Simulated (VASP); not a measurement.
Wanted: the native input for a VASP 6.6.1 run.

- Task: single point
- Functional: PBE
- Potentials or basis: VASP PAW PBE potentials, release 64 (Hg)
- Cutoff: 520 eV
- k mesh: 10 × 10 × 10
- Occupations: fermi-dirac, width 0.05 eV
- Spin: no spin polarisation
- Dipole correction: no
- Further INCAR settings: ALGO = Normal; EDIFF = 1e-07; NBANDS = 12

The structure of Hg lies in POSCAR:

```
Hg
1.0
   -1.8891655157      1.8891655157      1.9295395617
    1.8891655157     -1.8891655157      1.9295395617
    1.8891655157      1.8891655157     -1.9295395617
Hg
1
Direct
    0.5000000000      0.5000000000      0.0000000000
```

The cell isn't the ideal one: volume scaled by 1.02.

These files were run (other wordings do the same):

INCAR

```
PREC = Accurate ; ENCUT = 520
EDIFF = 1E-7 ; ISMEAR = -1
SIGMA = 0.05 ; LREAL = False
LASPH = True ; NELM = 100
ALGO = Normal ; ISIF = 2
LWAVE = False ; LCHARG = True
GGA = PE ; LELF = True
LVHAR = True ; NBANDS = 12
```

KPOINTS

```
regular mesh
0
Gamma
  10 10 10
```

Potentials or basis: VASP PAW PBE potentials, release 64 (Hg).

Command:

```sh
$ cat potpaw_PBE.64/Hg/POTCAR > POTCAR
$ mpirun -np 1 vasp_std > vasp.out
```

It gave:

```json
{
  "Pressure": "1.2 GPa",
  "Band gap on the k mesh": "none (metal or under the smearing width)"
}
```

It took 16 s on 1 thread of Intel(R) Xeon(R) Platinum 8559C (Emerald Rapids), with other jobs on the host, peak memory 0.18 GiB.
